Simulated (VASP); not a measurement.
Wanted: the native input for a VASP 6.6.1 run.

```yaml
Task: band structure
Functional: PBE
Potentials_or_basis: VASP PAW PBE potentials, release 64 (Se_GW)
Cutoff: 600 eV
k_mesh: 9 × 9 × 9
Occupations: fermi-dirac, width 0.05 eV
Spin: no spin polarisation
Further_INCAR_settings: ALGO = Normal; EDIFF = 1e-06
```

Se:

```xyz
1
Lattice="2.8106 0.0000 0.0000 0.0000 2.8106 0.0000 0.0000 0.0000 2.8106" Properties=species:S:1:pos:R:3 pbc="T T T"
Se    0.0000    0.0000    0.0000
```

This isn't the form of Se at room conditions, which is trigonal, of chains.

The input as run:

POSCAR

```
Se
1.0
    2.8105630200      0.0000000000      0.0000000000
    0.0000000000      2.8105630200      0.0000000000
    0.0000000000      0.0000000000      2.8105630200
Se
1
Direct
    0.0000000000      0.0000000000      0.0000000000
```

INCAR.step1

```
  PREC = Accurate
  ENCUT = 600
  EDIFF = 1E-6
  ISMEAR = -1
  SIGMA = 0.05
  LREAL = False
  LASPH = True
  NELM = 100
  ALGO = Normal
  ISIF = 2
  LWAVE = False
  LCHARG = True
  GGA = PE
```

KPOINTS.step1

```
Automatic mesh
0
Gamma
  9 9 9
```

INCAR.step2

```
  PREC = Accurate
  ENCUT = 600
  EDIFF = 1E-6
  ISMEAR = 0
  SIGMA = 0.05
  LREAL = False
  LASPH = True
  NELM = 100
  ALGO = Normal
  ISIF = 2
  LWAVE = False
  LCHARG = False
  GGA = PE
  ICHARG = 11
```

KPOINTS.step2

```
path GXMGRX,MR
15
line-mode
reciprocal
 0.0000000000  0.0000000000  0.0000000000  G
 0.0000000000  0.5000000000  0.0000000000  X

 0.0000000000  0.5000000000  0.0000000000  X
 0.5000000000  0.5000000000  0.0000000000  M

 0.5000000000  0.5000000000  0.0000000000  M
 0.0000000000  0.0000000000  0.0000000000  G

 0.0000000000  0.0000000000  0.0000000000  G
 0.5000000000  0.5000000000  0.5000000000  R

 0.5000000000  0.5000000000  0.5000000000  R
 0.0000000000  0.5000000000  0.0000000000  X

 0.5000000000  0.5000000000  0.0000000000  M
 0.5000000000  0.5000000000  0.5000000000  R
```

Potentials or basis: VASP PAW PBE potentials, release 64 (Se_GW).

Command:

```bash
$ cat potpaw_PBE.64/Se_GW/POTCAR > POTCAR
$ cp INCAR.step1 INCAR
$ cp KPOINTS.step1 KPOINTS
$ mpirun -np 1 vasp_std > vasp.out
$ cp INCAR.step2 INCAR
$ cp KPOINTS.step2 KPOINTS
$ mpirun -np 1 vasp_std > vasp.out
```

Results of the run:

```yaml
Band_gap_along_the_path: none (metal or under the smearing width)
```

Caveat: the log is that of the step along the path at fixed density, whose energy, stress, charges and moments have no meaning.

Run time: 4.7 s on 1 thread of Intel(R) Xeon(R) 6975P-C (Granite Rapids) (shared host), peak memory 0.14 GiB.
